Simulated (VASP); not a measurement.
Runs of VASP 6.6.1 on C. It takes space group C2/m (No. 12, monoclinic). Conventional cell: a = 4.255 Å, b = 2.457 Å, c = 3.765 Å, α = 90.00°, β = 111.49°, γ = 90.00°. Around C (site symmetry m) lie 3 C at 1.42 Å. This is a stacking variant of graphite.

```csv
share of exact exchange,gap on the mesh (eV),pressure (GPa),largest force (eV/Å)
0.25,3.44,(b),0.01
0.15,2.99,0.7,0.01
0.3,3.67,-2.7,0.01
0.4,(a),-4.8,0.01
0.1,2.76,(c),0.01
```

Alike in all rows: task single point; level PBE0(alpha); potentials or basis VASP PAW PBE potentials, release 64 (C); no spin polarisation; cell as given; k mesh 7 × 7 × 4; cutoff (eV) 520; smearing fermi-dirac 0.05 eV; the mesh is coarse, so values aren't converged.

Task: Estimate the missing entries.

Result: (a) 4.12; (b) -1.6; (c) 1.8.

Caveats: all runs use coarse meshes; the PAW data sets were made with another functional, which shifts forces and pressure a little; an odd mesh through Γ misses points on the zone boundary, where band edges often lie.
